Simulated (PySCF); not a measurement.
Molecule: `N#CCC#N`, C₃H₂N₂.

Molfile (atoms numbered from 1):
```
C3H2N2
     RDKit          3D

  7  6  0  0  0  0  0  0  0  0999 V2000
   -2.2889    0.6512    0.1810 N   0  0  0  0  0  0  0  0  0  0  0  0
   -1.2381    0.1755    0.1145 C   0  0  0  0  0  0  0  0  0  0  0  0
    0.0779   -0.4547    0.0342 C   0  0  0  0  0  0  0  0  0  0  0  0
    1.1610    0.4974   -0.2032 C   0  0  0  0  0  0  0  0  0  0  0  0
    2.0338    1.2306   -0.3913 N   0  0  0  0  0  0  0  0  0  0  0  0
    0.2752   -0.9995    0.9726 H   0  0  0  0  0  0  0  0  0  0  0  0
    0.0709   -1.2025   -0.7764 H   0  0  0  0  0  0  0  0  0  0  0  0
  1  2  3  0
  2  3  1  0
  3  4  1  0
  4  5  3  0
  3  6  1  0
  3  7  1  0
M  END
```

Spin–spin couplings on one PBE0-D3(BJ)/def2-SVP geometry, PySCF 2.14.0 with density-fitted response routines, gas phase, non-relativistic, equivalent pairs averaged; isotopes ¹³C, ¹H; functional B3LYP.

Reference values (Hz): ¹J(C3,H6) = 145.2 (measured; liquid or solution (compiled); San Fabian, Garcia de la Vega, Suardiaz et al., Magn. Reson. Chem. 2013, 51, 775 (SI)).

Q: How do the couplings (Hz) change with the basis set? Times are CPU seconds on shared hosts with different chips, so compare them loosely. Far from the basis limit: 6-31G-J, pcJ-0, 6-31G*, def2-TZVP, cc-pVTZ.

A: 
```tsv
basis set	functions	¹J(C3,H6)	abs. error	core-s
6-31G-J	68	151.1	5.9	4.6
pcJ-0	71	127.3	17.9	4.4
6-31G*	74	164.7	19.5	4.7
pcJ-1	155	146.1	0.9	11
def2-TZVP	167	137.9	7.3	14
cc-pVTZ	178	126.1	19.1	11
aug-cc-pVTZ-J	270	147.2	2.0	25
pcJ-2	303	145.7	0.5	32
```

Errors compare magnitudes, without vibrational corrections. Closest: pcJ-2; furthest: 6-31G*.

The Fermi-contact term samples the wavefunction at the nucleus, which is why sets with added tight s functions (names with J) are made for couplings. Agreement of an ordinary basis with the reference is then largely a cancellation of errors.
